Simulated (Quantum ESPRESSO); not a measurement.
Input of a Quantum ESPRESSO 7.5 run:

The input run.py:

```python
import numpy as np
from ase.calculators.espresso import Espresso, EspressoProfile
from ase.io import read

atoms = read('Ag.cif')

input_data = {
    'control': {'calculation': 'scf', 'prefix': 'pwscf', 'outdir': './tmp', 'tprnfor': True, 'tstress': True, 'disk_io': 'nowf'},
    'system': {'ecutwfc': 71.0, 'nbnd': 27, 'input_dft': 'vdw-df-cx', 'occupations': 'smearing', 'smearing': 'fd', 'degauss': 0.00734986},
    'electrons': {'conv_thr': 4e-10, 'electron_maxstep': 120, 'mixing_beta': 0.5},
}
pseudopotentials = {'Ag': 'Ag.upf'}
profile = EspressoProfile(command='pw.x', pseudo_dir='pseudo')
dft = Espresso(profile=profile, input_data=input_data, pseudopotentials=pseudopotentials, kpts=(10, 10, 6), koffset=(0, 0, 0))
atoms.calc = dft

print(f'energy {atoms.get_potential_energy():.8f} eV')
print('forces (eV/A)')
print(np.round(atoms.get_forces(), 6))
print('stress (eV/A^3, Voigt)')
print(np.round(atoms.get_stress(), 8))
print(f'Fermi level {dft.get_fermi_level():.4f} eV')
```

The input Ag.cif:

```cif
data_Ag
_cell_length_a 2.89966889
_cell_length_b 2.75628440
_cell_length_c 4.70940553
_cell_angle_alpha 91.89004367
_cell_angle_beta 88.74315701
_cell_angle_gamma 108.16622782
_space_group_name_H-M_alt 'P1'
_space_group_name_Hall 'P 1'
_space_group_IT_number 1
loop_
_space_group_symop_operation_xyz
'x,y,z'
loop_
_atom_site_label
_atom_site_type_symbol
_atom_site_symmetry_multiplicity
_atom_site_Wyckoff_symbol
_atom_site_fract_x
_atom_site_fract_y
_atom_site_fract_z
_atom_site_occupancy
Ag1 Ag 1 a 0.0326254500 0.9610846300 0.0512676200 1
Ag2 Ag 1 a 0.4673745500 0.5389153700 0.4487323800 1
```

Potentials or basis: Ansatz NC SR PBE.

Command:

```sh
$ OMP_NUM_THREADS=1 python run.py
```

(1) Predict the pressure.

(2) Predict the largest force.

(3) Predict the band gap on the k mesh.

Results:

(1) 7.8 GPa.

(2) 2.945 eV/Å.

(3) none (metal or under the smearing width).

Caveat: the potentials were made for another functional, which shifts forces and pressure.
